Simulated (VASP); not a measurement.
# CoO (Fm-3m) in VASP: a series of runs, part 2 of 2

VASP 6.6.1.

**3. Relaxation of cell and atoms, SCAN+MBD-FI, collinear spin, ferromagnetic start**

INCAR reads:

```
PREC = Accurate
ENCUT = 600
EDIFF = 1E-6
ISMEAR = -1
SIGMA = 0.05
LREAL = False
LASPH = True
NELM = 150
ALGO = Normal
ISIF = 3
LWAVE = False
LCHARG = False
ISPIN = 2
MAGMOM = 2 0
LORBIT = 11
LMAXMIX = 4
METAGGA = SCAN
LMIXTAU = True
IVDW = 263
IBRION = 2
NSW = 40
EDIFFG = -0.01
```

KPOINTS reads:

```
Automatic mesh
0
Gamma
  8 8 8
```

POSCAR reads:

```
CoO
1.0
    0.0000000000      2.1315000000      2.1315000000
    2.1315000000      0.0000000000      2.1315000000
    2.1315000000      2.1315000000      0.0000000000
Co O
1 1
Direct
    0.0000000000      0.0000000000      0.0000000000
    0.5000000000      0.5000000000      0.5000000000
```

Potentials or basis: VASP PAW PBE potentials, release 64 (Co, O).

Launch:

```
$ cat potpaw_PBE.64/Co/POTCAR potpaw_PBE.64/O/POTCAR > POTCAR
$ mpirun -np 1 vasp_std > vasp.out
```

OUTCAR:

```text
PREC = Accurate
   ENCUT = 600
   EDIFF = 1E-6
   ISMEAR = -1
   LREAL = False
   LASPH = True
   NELM = 150
   ISIF = 3
   ISPIN = 2
   LORBIT = 11
   METAGGA = SCAN
   IVDW = 263
   IBRION = 2
   NSW = 40
   EDIFFG = -0.01
  IVDW = 263

 ion  position               nearest neighbor table
   1  0.000  0.000  0.000-   2 2.13   2 2.13   2 2.13   2 2.13   2 2.13   2 2.13
   2  0.500  0.500  0.500-   1 2.13   1 2.13   1 2.13   1 2.13   1 2.13   1 2.13

  LATTYP: Found a face centered cubic cell.
 ALAT       =     4.2630000000

  Lattice vectors:

 A1 = (   0.0000000000,   2.1315000000,   2.1315000000)
 A2 = (   2.1315000000,   0.0000000000,   2.1315000000)
 A3 = (   2.1315000000,   2.1315000000,   0.0000000000)

Analysis of symmetry for initial positions (statically):
=====================================================================
 Subroutine PRICEL returns:
 Original cell was already a primitive cell.

 Routine SETGRP: Setting up the symmetry group for a
 face centered cubic supercell.

 Subroutine GETGRP returns: Found 48 space group operations
 (whereof 48 operations were pure point group operations)
 out of a pool of 48 trial point group operations.

The static configuration has the point symmetry O_h .

Analysis of symmetry for dynamics (positions and initial velocities):
=====================================================================
 Subroutine PRICEL returns:
 Original cell was already a primitive cell.

 Routine SETGRP: Setting up the symmetry group for a
 face centered cubic supercell.

 Subroutine GETGRP returns: Found 48 space group operations
 (whereof 48 operations were pure point group operations)
 out of a pool of 48 trial point group operations.

The dynamic configuration has the point symmetry O_h .

Analysis of structural, dynamic, and magnetic symmetry:
=====================================================================
 Subroutine PRICEL returns:
 Original cell was already a primitive cell.

 Routine SETGRP: Setting up the symmetry group for a
 face centered cubic supercell.

 Subroutine GETGRP returns: Found 48 space group operations
 (whereof 48 operations were pure point group operations)
 out of a pool of 48 trial point group operations.

The overall configuration has the point symmetry O_h .

 Subroutine INISYM returns: Found 48 space group operations
 (whereof 48 operations are pure point group operations),
 and found     1 'primitive' translations

----------------------------------------------------------------------------------------

                                     Primitive cell

  volume of cell :      19.3681

  direct lattice vectors                    reciprocal lattice vectors
     0.000000000  2.131500000  2.131500000    -0.234576589  0.234576589  0.234576589
     2.131500000  0.000000000  2.131500000     0.234576589 -0.234576589  0.234576589
     2.131500000  2.131500000  0.000000000     0.234576589  0.234576589 -0.234576589

  length of vectors
     3.014396208  3.014396208  3.014396208     0.406298571  0.406298571  0.406298571

  position of ions in fractional coordinates (direct lattice)
     0.000000000  0.000000000  0.000000000
     0.500000000  0.500000000  0.500000000

  ion indices of the primitive-cell ions
   primitive index   ion index
                 1           1
                 2           2

----------------------------------------------------------------------------------------

 KPOINTS: Automatic mesh

[... 76 lines left out ...]
   TEBEG  =    0.0;   TEEND  =   0.0 temperature during run
   PSTRESS=    0.0 pullay stress
   NELECT =      15.0000    total number of electrons
   NUPDOWN=      -1.0000    fix difference up-down
   EMIN   =  10.00;   EMAX   =-10.00  energy-range for DOS
   EFERMI =   0.00;   METHOD = LEGACY
   ISMEAR =    -1;   SIGMA  =   0.05  broadening in eV -4-tet -1-fermi 0-gaus
   EFERMI_NEDOS =   21; number of points for ismear=-14 and -15
   IALGO  =     38    algorithm
   IMIX   =      4    mixing-type and parameters
     AMIX     =   0.40;   BMIX     =  1.00
     AMIX_MAG =   1.60;   BMIX_MAG =  1.00
  volume/ion in A,a.u.               =       9.68        65.35
  Fermi-wavevector in a.u.,A,eV,Ry     =   1.503407  2.841027 30.752334  2.260233
  Thomas-Fermi vector in A             =   2.614521
   LORBIT       =     11    0 simple, 1 ext, 2 COOP (PROOUT), +10 PAW based schemes
   METAGGA = SCAN    functional components
   LHFCALC =     F    Hartree Fock is set to
   AEXX    =    0.0000 exact exchange contribution
   IVDW    =   263    specifies the selected vdW correction
   LEPSILON=     F    determine dielectric tensor
   LRPA    =     F    only Hartree local field effects (RPA)
 conjugate gradient relaxation of ions
 spin polarized calculation
  energy-cutoff  :      600.00
  volume of cell :       19.37
 maximum number of plane-waves:       660
   NGX = 13   NGY = 13   NGZ = 13

--------------------------------------- Ionic step        1  -------------------------------------------

 number of electron      15.0000007 magnetization       2.9866804

 Free energy of the ion-electron system (eV)
  ---------------------------------------------------
  ext. energy  EPLUGINS =         0.00000000
  ---------------------------------------------------
  free energy    TOTEN  =       -25.37021719 eV

  energy without entropy =      -25.33309748  energy(sigma->0) =      -25.35165733

------------------------ aborting loop because EDIFF is reached ----------------------------------------

  Hirshfeld charges:
            ion         q(e)
   ------------------------------
      1     Co          0.396
      2     O          -0.396

  Tkatchenko/Scheffler method for vdW energy calculation

  Edisp (eV):   -0.25363

  FORCE on cell =-STRESS in cart. coord.  units (eV):
  Direction    XX          YY          ZZ          XY          YZ          ZX
  --------------------------------------------------------------------------------------
  -------------------------------------------------------------------------------------
  Total      -1.28891    -1.28891    -1.28891     0.00000    -0.00000     0.00000
  in kB    -106.62223  -106.62223  -106.62223     0.00000    -0.00000     0.00000
  external pressure =     -106.62 kB  Pullay stress =        0.00 kB
[... 103 lines left out ...]
--------------------------------------- Ionic step        4  -------------------------------------------

 number of electron      14.9999997 magnetization       2.9046448

 Free energy of the ion-electron system (eV)
  ---------------------------------------------------
  ext. energy  EPLUGINS =         0.00000000
  ---------------------------------------------------
  free energy    TOTEN  =       -25.38399509 eV

  energy without entropy =      -25.34747405  energy(sigma->0) =      -25.36573457

 E-fermi :   8.3204     XC(G=0): -13.4716

 val. band max:        8.3083832903   @ k =   0.5000   0.2500   0.0000
 cond. band min:       8.3294171638   @ k =  -0.2500   0.2500   0.0000
 fundamental gap:      0.0210338735
 Fermi energy:         8.3204354548

 spin component 1

 k-point     1 :       0.0000    0.0000    0.0000
  band No.  band energies     occupation
      1     -13.2651      1.00000
      2       4.5346      1.00000
      3       4.5352      1.00000
      4       4.9276      1.00000
      5       4.9277      1.00000
      6       4.9287      1.00000
      7       5.0473      1.00000
      8       5.0473      1.00000
      9       5.0473      1.00000
     10      10.1615      0.00000
     11      26.2936      0.00000
     12      27.7169      0.00000
[... 333 lines left out ...]
      1     -11.8879      1.00000
      2       0.4444      1.00000
      3       1.7651      1.00000
      4       1.9400      1.00000
      5       5.4258      1.00000
      6       5.7023      1.00000
      7       6.2010      1.00000
      8       6.9884      1.00000
      9       7.7229      0.99999
     10      16.5356      0.00000
     11      18.3745      0.00000
     12      20.5729      0.00000

 [... further k-points ...]

 spin component 2

 k-point     1 :       0.0000    0.0000    0.0000
  band No.  band energies     occupation
      1     -12.7950      1.00000
      2       5.6882      1.00000
      3       5.6885      1.00000
      4       5.6888      1.00000
      5       7.0920      1.00000
      6       7.0932      1.00000
      7       7.1114      1.00000
      8       9.8301      0.00000
      9       9.8603      0.00000
     10      10.9471      0.00000
     11      26.5533      0.00000
     12      28.2702      0.00000
[... 378 lines left out ...]
  FREE ENERGIE OF THE ION-ELECTRON SYSTEM (eV)
  ---------------------------------------------------
  free  energy   TOTEN  =       -25.6564804348 eV

  energy  without entropy=      -25.6199593876  energy(sigma->0) =      -25.63821991

 reached required accuracy - stopping structural energy minimisation

 total charge

# of ion       s       p       d       tot
------------------------------------------
    1        0.313   0.403   7.145   7.861
    2        1.560   3.506   0.000   5.066
--------------------------------------------------
tot          1.873   3.909   7.145  12.927

 magnetization (x)

# of ion       s       p       d       tot
------------------------------------------
    1        0.027   0.022   2.587   2.636
    2        0.029   0.221   0.000   0.251
--------------------------------------------------
tot          0.057   0.244   2.587   2.887
```

CONTCAR:

```text
CoO
   1.00000000000000
     0.0000000000000000    2.0910037232246821    2.0910037232246821
     2.0910037232246821   -0.0000000000000000    2.0910037232246821
     2.0910037232246821    2.0910037232246821    0.0000000000000000
  Co              O
     1     1
Direct
     1.0000000000000000    0.0000000000000000    0.0000000000000000
     0.5000000000000000    0.5000000000000000    0.5000000000000000

  0.00000000E+00  0.00000000E+00  0.00000000E+00
  0.00000000E+00  0.00000000E+00  0.00000000E+00
```

It took 4.2 min on 1 thread of AMD EPYC 9R45 (Zen 5), shared host; peak memory 0.14 GiB.

What came out:

```
Free energy                                           : -25.6565 eV
Relaxed volume                                        : 9.14 Å³/atom
Relaxed cell                                          : a = 2.957 Å, b = 2.957 Å, c = 2.957 Å, α = 60.00°, β = 60.00°, γ = 60.00°
Space group after relaxing (to 0.05 Å)                : Fm-3m (No. 225)
Energy gained by relaxing                             : 16.3 meV/atom
Ionic steps                                           : 4
Pressure after relaxing                               : -0.1 GPa
Band gap on the k mesh                                : none (metal or under the smearing width)
Net moment                                            : 2.90 μB per cell
Site moments                                          : Co +2.64; O +0.25 μB
Valence electrons inside the program's atomic spheres : Co 7.86; O 5.07
Hirshfeld charges                                     : Co +0.40; O -0.40 e
Dispersion energy per atom                            : -0.136 eV
```

The path:
```tsv
step	energy change (eV)	largest force (eV/Å)	pressure (GPa)	volume (Å³)
1	0.0000	0.0000	-10.66	19.37
2	-0.0124	0.0000	8.40	17.62
3	-0.0328	0.0000	-1.28	18.39
4	-0.0326	0.0000	-0.09	18.28
```

Final structure:
```
Co O
1.0
     0.00000    2.09100    2.09100
     2.09100    0.00000    2.09100
     2.09100    2.09100    0.00000
Co O
1 1
Cartesian
  0.0000 2.0910 2.0910
  2.0910 2.0910 2.0910
```

Caveat: the PAW data sets were made with another functional, which shifts forces and pressure a little; a cell with one magnetic atom can't hold antiferromagnetic order, which such compounds often take; semilocal functionals often make such compounds metallic where correlation or magnetic order opens a gap, which also shifts bond lengths; pairwise dispersion overbinds metals, which lowers pressure and volume. With open d or f shells a metallic result of SCAN can be an artefact of self-interaction; +U or a hybrid may open a gap.

**4. Relaxation of cell and atoms, SCAN+rVV10, collinear spin, ferromagnetic start**

INCAR: that of step 3 with these lines changed.

```diff
@@ -18,3 +18,6 @@
 LMIXTAU = True
-IVDW = 263
+LUSE_VDW = True
+IVDW_NL = 2
+BPARAM = 15.7
+CPARAM = 0.0093
 IBRION = 2
```

KPOINTS is that of step 3.

POSCAR is that of step 3.

Launch:

```
$ cat potpaw_PBE.64/Co/POTCAR potpaw_PBE.64/O/POTCAR > POTCAR
$ mpirun -np 1 vasp_std > vasp.out
```

It took 4.1 min on 1 thread of AMD EPYC 9R45 (Zen 5), shared host; peak memory 0.21 GiB.

Results (log left out):

| Property | Result |
| --- | --- |
| Free energy | -25.1455 eV |
| Relaxed volume | 9.21 Å³/atom |
| Relaxed cell | a = 2.965 Å, b = 2.965 Å, c = 2.965 Å, α = 60.00°, β = 60.00°, γ = 60.00° |
| Space group after relaxing (to 0.05 Å) | Fm-3m (No. 225) |
| Energy gained by relaxing | 11.8 meV/atom |
| Ionic steps | 4 |
| Pressure after relaxing | -0.1 GPa |
| Band gap on the k mesh | none (metal or under the smearing width) |
| Net moment | 2.93 μB per cell |
| Site moments | Co +2.65; O +0.26 μB |
| Valence electrons inside the program's atomic spheres | Co 7.84; O 5.06 |

Step by step:
```csv
step,energy change (eV),largest force (eV/Å),pressure (GPa),volume (Å³)
1,0.0000,0.0000,-9.39,19.37
2,-0.0062,0.0000,7.32,17.82
3,-0.0239,0.0000,-1.51,18.56
4,-0.0237,0.0000,-0.11,18.43
```

Final structure:
```yaml
crystal:
  lattice:
    - [0.00000, 2.09638, 2.09638]
    - [2.09638, 0.00000, 2.09638]
    - [2.09638, 2.09638, 0.00000]
  atoms:
    - { symbol: Co, position: [0.00000, 0.00000, 0.00000] }
    - { symbol: O, position: [0.50000, 0.50000, 0.50000] }
```

Levels at points of the mesh, in eV from the Fermi level:
Spin up:
```csv
k point,band 7,band 8,band 9,band 10,band 11,band 12
"(0.00, 0.00, 0.00)",-3.25,-3.25,-3.25,1.76,17.89,19.30
"(0.50, 0.00, 0.00)",-2.01,0.06,0.06,5.84,10.62,14.53
"(0.50, 0.50, 0.00)",-2.85,-2.36,-2.36,6.73,11.06,12.50
```
Spin down:
| k point | band 3 | band 4 | band 5 | band 6 | band 7 | band 8 | band 9 | band 10 |
| --- | --- | --- | --- | --- | --- | --- | --- | --- |
| (0.00, 0.00, 0.00) | -2.59 | -2.59 | -1.21 | -1.21 | -1.19 | 1.51 | 1.54 | 2.55 |
| (0.50, 0.00, 0.00) | -4.68 | -4.67 | -0.12 | -0.10 | 0.21 | 4.30 | 4.32 | 6.28 |
| (0.50, 0.50, 0.00) | -3.96 | -3.96 | -2.35 | 0.08 | 0.08 | 2.09 | 2.67 | 7.93 |

Caveat: the PAW data sets were made with another functional, which shifts forces and pressure a little; a cell with one magnetic atom can't hold antiferromagnetic order, which such compounds often take; semilocal functionals often make such compounds metallic where correlation or magnetic order opens a gap, which also shifts bond lengths; pairwise dispersion overbinds metals, which lowers pressure and volume.

**5. For comparison**

An earlier run on the cell as given: functional PBE; potentials or basis VASP PAW PBE potentials, release 64 (Co, O); cutoff 520 eV; k mesh 11 × 11 × 11; occupations fermi-dirac, width 0.05 eV; collinear spin, ferromagnetic start; starting moments [2.0, 0.0] μB.

* Pressure: -2.4 GPa
* Band gap on the k mesh: none (metal or under the smearing width)
* Net moment: 2.90 μB per cell
* Site moments: Co +2.55; O +0.29 μB
* Valence electrons inside the program's atomic spheres: Co 7.79; O 4.98

**6. The runs side by side**

```csv
task,level,cell,k mesh,cutoff (eV),gap on the mesh (eV),pressure (GPa),moment (μB),relaxed volume (Å³/atom)
relaxation of cell and atoms,SCAN+MBD,relaxed,8 × 8 × 8,600,none,-0.1,2.90,9.14
relaxation of cell and atoms,SCAN+MBD-FI,relaxed,8 × 8 × 8,600,none,-0.1,2.90,9.14
relaxation of cell and atoms,SCAN+rVV10,relaxed,8 × 8 × 8,600,none,-0.1,2.93,9.21
single point,PBE,as given,11 × 11 × 11,520,none,-2.4,2.90,-
```

Alike in all rows: potentials or basis VASP PAW PBE potentials, release 64 (Co, O); spin collinear, ferromagnetic start; smearing fermi-dirac 0.05 eV.

Caveats: a cell with one magnetic atom can't hold antiferromagnetic order, which such compounds often take; semilocal functionals often make such compounds metallic where correlation or magnetic order opens a gap, which also shifts bond lengths; the PAW data sets were made with another functional, which shifts forces and pressure a little (some runs); pairwise dispersion overbinds metals, which lowers pressure and volume (some runs).

Total energies depend on the potentials used, so only differences within one code and one set of settings carry meaning.
